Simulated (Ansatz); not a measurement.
**Nb: single point with PBE**

The system is Nb.

```
CELL_PARAMETERS angstrom
-1.66395 1.66395 1.66395
1.66395 -1.66395 1.66395
1.66395 1.66395 -1.66395
ATOMIC_POSITIONS crystal
Nb 0.00000 0.00000 0.00000
```

```yaml
Program: Ansatz 0.2.0
Task: single point
Functional: PBE
Potentials_or_basis: Ansatz PAW
Cutoff: "420 eV (not typed: the program's choice for these potentials)"
k_mesh: 11 × 11 × 11
Occupations: gaussian, width 0.015 eV
Spin: no spin polarisation
```

```
Pressure               : -1.7 GPa
Band gap on the k mesh : none (metal or under the smearing width)
```

Levels at points of the mesh, in eV from the Fermi level:
```
           k point  band 2  band 3  band 4  band 5  band 6  band 7  band 8  band 9  band 10  band 11
(0.00, 0.00, 0.00)  -29.68  -29.68  -29.68   -5.80    0.43    0.43    0.43    3.26     3.26    14.15
```

Wall time 0.73 s on 2 threads of Intel(R) Xeon(R) Processor @ 2.70GHz, with other jobs on the host, peak memory 0.29 GiB.
